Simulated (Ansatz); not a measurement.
# HgTe: the cell at several levels of theory

One table from this session's results is given with a row withheld; the runs are named, their logs left out.

Program: Ansatz 0.2.0. PAW datasets, plane waves, zero pressure. Simulation only: spin-unpolarised, and no claim that this is the phase found in nature.

### Starting point

This is the cell as the run starts from it, not yet at rest; its lengths are not the crystal's.

The symmetry is P6_3mc (No. 186, hexagonal); conventional cell a = 4.394 Å, c = 7.176 Å, 30.00 Å³ an atom. Around Hg lie 4 Te at 2.69 Å; around Te lie 4 Hg at 2.69 Å.

As a file:

```
CELL_PARAMETERS angstrom
4.39438 0.00000 0.00000
-2.19719 3.80565 0.00000
0.00000 0.00000 7.17603
ATOMIC_POSITIONS crystal
Hg 0.33333 0.66667 0.00000
Hg 0.66667 0.33333 0.50000
Te 0.33333 0.66667 0.37500
Te 0.66667 0.33333 0.87500
```

The first run:

The input, input.yaml:

```yaml
crystal:
  lattice:
    - [4.3943845986, 0.0, 0.0]
    - [-2.1971922993, 3.8056486963, 0.0]
    - [0.0, 0.0, 7.1760300494]
  atoms:
    - { symbol: Hg, position: [0.3333333333, 0.6666666667, 0.0] }
    - { symbol: Hg, position: [0.6666666667, 0.3333333333, 0.5] }
    - { symbol: Te, position: [0.3333333333, 0.6666666667, 0.375] }
    - { symbol: Te, position: [0.6666666667, 0.3333333333, 0.875] }
kpoints:
  mp_grid: { grid: [6, 6, 4] }
hamiltonian:
  xc: pbe
scf:
  occupations: { method: fermi_dirac, width: 0.02 }
relax:
  f_tol: 0.005
  cell: {}
```

The run is started by

```bash
> ansatz run input.yaml --threads 2 --pin off --max-ram 2211MiB --backend cpu --events-out ev --progress --plain --runs-dir out
```

Among the steps run: PBE: cell and atoms; Relaxation with r2SCAN; Relaxation with PBEsol; Relaxation with LDA; Relaxation with HSE06.

One table of the session follows, with a row left open; its other results are not shown here.

```
 level  a (Å)  c (Å)  volume (Å³/atom)
   PBE      ?      ?                 ?
r2SCAN  4.643  7.625            35.580
PBEsol  4.599  7.544            34.544
   LDA  4.545  7.458            33.352
 HSE06  4.637  7.607            35.414
```

Q: Estimate the row for PBE from the others.

The run gave: a (Å): 4.699; c (Å): 7.711; volume (Å³/atom): 36.860. In the column «a (Å)» it is the highest.

The first relaxation changed the volume by +22.9 % from the start. The volume runs from LDA (least) to PBE (most), a spread of 10.5 %, or 3.4 % in length if all axes shared it alike. The meshes differ: PBE 6×6×4, r2SCAN 6×6×4, PBEsol 6×6×4, LDA 6×6×4, HSE06 6×6×2.

To keep in mind: Warnings in the runs' records: filled band counts differ across k points.
